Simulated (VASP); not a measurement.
TaN:

```
Ta N
1.0
     2.92576    0.00000    0.00000
    -1.46288    2.53378    0.00000
     0.00000    0.00000    2.87295
Ta N
1 1
Direct
  0.00000 0.00000 0.50000
  0.66667 0.33333 0.00000
```

The cell comes from a database or a generator and needn't be the stable form of this composition.

Base run:

```yaml
Program: VASP 6.6.1
Functional: r2SCAN
Potentials_or_basis: VASP PAW PBE potentials, release 64 (Ta_pv, N)
Cutoff: 520 eV
k_mesh: 18 × 18 × 14
Occupations: gaussian, width 0.1 eV
Spin: no spin polarisation
```

Its results: band gap on the k mesh none (metal or under the smearing width); pressure 5.8 GPa.

Task: The run is repeated on the same cell with these changes: functional from r2SCAN to PBEsol; occupations from gaussian, width 0.1 eV to gaussian, width 0.5 eV. What comes out?

Result: Band gap on the k mesh none (metal or under the smearing width); pressure 0.1 GPa.

Caveats: the PAW data sets were made with another functional, which shifts forces and pressure a little.
